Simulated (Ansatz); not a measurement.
Crystal: Fe.

```
CELL_PARAMETERS angstrom
0.00000 1.94174 1.96511
1.49844 0.00000 1.96511
1.49844 1.94174 0.00000
ATOMIC_POSITIONS crystal
Fe 0.00000 0.00000 0.00000
```

Base run:

```yaml
Program: Ansatz 0.2.0
Functional: PBE
Potentials_or_basis: all-electron LAPW, scalar-relativistic
Cutoff: 316 eV (chosen from the basis error)
Basis_error_allowed: 0.001 eV/atom
k_mesh: 13 × 13 × 13
Occupations: fermi-dirac, width 0.05 eV
Spin: collinear spin, ferromagnetic start
Starting_moments: "[3.0] μB"
```

Its results: pressure -1.3 GPa; net moment 2.16 μB per cell; site moments Fe +2.22 μB.

Q: The run is repeated on the same cell with these changes: functional from PBE to PBEsol. What comes out?

A: Pressure -10.5 GPa; net moment 2.17 μB per cell; site moments Fe +2.22 μB.

PBEsol binds more tightly than PBE, so the same cell stands under less pressure.
